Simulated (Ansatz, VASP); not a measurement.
SiO2: VASP beside Ansatz

```
Si O
1.0
     5.09930    0.00000    0.00000
    -2.54965    4.41613    0.00000
     0.00000    0.00000    8.62857
Si O
4 8
Direct
  0.66667 0.33333 0.93720
  0.66667 0.33333 0.56280
  0.33333 0.66667 0.06280
  0.33333 0.66667 0.43720
  0.00000 0.41738 0.00000
  0.41738 0.41738 0.50000
  0.58262 0.00000 0.50000
  0.58262 0.58262 0.00000
  0.00000 0.58262 0.50000
  0.66667 0.33333 0.75000
  0.33333 0.66667 0.25000
  0.41738 0.00000 0.00000
```

The cell comes from a database or a generator and needn't be the stable form of this composition.

Alike in both runs: task single point; functional PBE; k mesh 6 × 6 × 4; occupations gaussian, width 0.05 eV; no spin polarisation.

|  | VASP | Ansatz |
| --- | --- | --- |
| version | VASP 6.6.1 | Ansatz 0.2.0 |
| potentials or method | VASP PAW PBE potentials, release 64 (Si, O) | scalar-relativistic, plane waves, PAW |
| plane-wave cutoff (eV) | 520 | 420 |
| valence electrons in the cell | 64 | 64 |

Ansatz gave:

* gap on the k mesh at the Fermi level (eV): 5.46
* least direct gap on the mesh (eV): 5.51
* pressure (GPa): 0.0
* rms of the force components (eV/Å): 0.001

Q: Which values does VASP return?

A: gap on the k mesh at the Fermi level (eV): 5.46; least direct gap on the mesh (eV): 5.51; pressure (GPa): 0.1; rms of the force components (eV/Å): 0.004.

Atom by atom the forces differ by 0.005 eV/Å (rms over components).

A k mesh can miss the band edges. PBE gaps usually lie below the measured ones, often by a third to a half.
